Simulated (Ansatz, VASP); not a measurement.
One calculation of La, two programs

The input INCAR:

```
PREC = Accurate
ENCUT = 520
EDIFF = 1E-7
ISMEAR = -1
SIGMA = 0.05
LREAL = False
LASPH = True
NELM = 60
ALGO = Normal
ISIF = 2
LWAVE = False
LCHARG = False
GGA = PE
NBANDS = 12
```

The input KPOINTS:

```
regular mesh
0
Gamma
  9 9 9
```

Contents of POSCAR:

```
La
1.0
   -2.1378965873      2.1378965873      2.1378965873
    2.1378965873     -2.1378965873      2.1378965873
    2.1378965873      2.1378965873     -2.1378965873
La
1
Direct
    0.0000000000      0.0000000000      0.0000000000
```

input.yaml

```yaml
crystal:
  lattice:
    - [-2.1378965873, 2.1378965873, 2.1378965873]
    - [2.1378965873, -2.1378965873, 2.1378965873]
    - [2.1378965873, 2.1378965873, -2.1378965873]
  atoms:
    - { symbol: La, position: [0.0, 0.0, 0.0] }
hamiltonian:
  xc: pbe
  pseudopotentials: { kind: paw }
kpoints:
  mp_grid: { grid: [9, 9, 9] }
scf:
  occupations: { method: fermi_dirac, width: 0.05 }
output:
  forces: true
  stress: true
  eigenvalues: true
```

Change from the starting cell: volume scaled by 1.02.

Alike in both runs: task single point; functional PBE; k mesh 9 × 9 × 9; occupations fermi-dirac, width 0.05 eV; no spin polarisation.

```csv
,VASP,Ansatz
version,VASP 6.6.1,Ansatz 0.2.0
potentials or method,"VASP PAW PBE potentials, release 64 (La)",Ansatz PAW
plane-wave cutoff (eV),520,420
valence electrons in the cell,11,11
```

```csv
,VASP,Ansatz,Ansatz less VASP
gap on the k mesh at the Fermi level (eV),none,none,-
pressure (GPa),-1.0,-1.0,-0.05
```

A gap of «none» marks a metal or a gap that the smearing closes.

The runs have no spin-orbit coupling, so splittings on La are missing.
